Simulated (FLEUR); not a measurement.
The system is YN.

```
Y N
1.0
     0.00000    2.43850    2.43850
     2.43850    0.00000    2.43850
     2.43850    2.43850    0.00000
Y N
1 1
Direct
  0.00000 0.00000 0.00000
  0.50000 0.50000 0.50000
```

Base run:

| Item | Value |
| --- | --- |
| Program | FLEUR MaX-R8.1 (later development tree) |
| Functional | WC |
| Potentials or basis | all-electron |
| Basis | FLAPW |
| Kmax | 4.29 1/bohr |
| k mesh | 9 × 9 × 9 |
| Occupations | fermi-dirac, width 0.05 eV |
| Spin | no spin polarisation |

Its results: band gap on the k mesh 0.17 eV, indirect (least direct gap 0.57 eV).

Question: After a change of settings the same cell gave: band gap on the k mesh 0.63 eV, indirect (least direct gap 1.04 eV). Which change was it?
A. functional from WC to r2SCAN
B. functional from WC to AM05
C. functional from WC to LDA
D. functional from WC to BLYP

Answer: A.

r2SCAN gives the wider gap, since meta-GGAs in the generalised Kohn-Sham scheme recover part of the derivative discontinuity.

Caveats: the meta-GGA is that of a development version, with a GGA for the radial functions and cores and without core tails (some runs).

Not every run made on this cell is shown here.
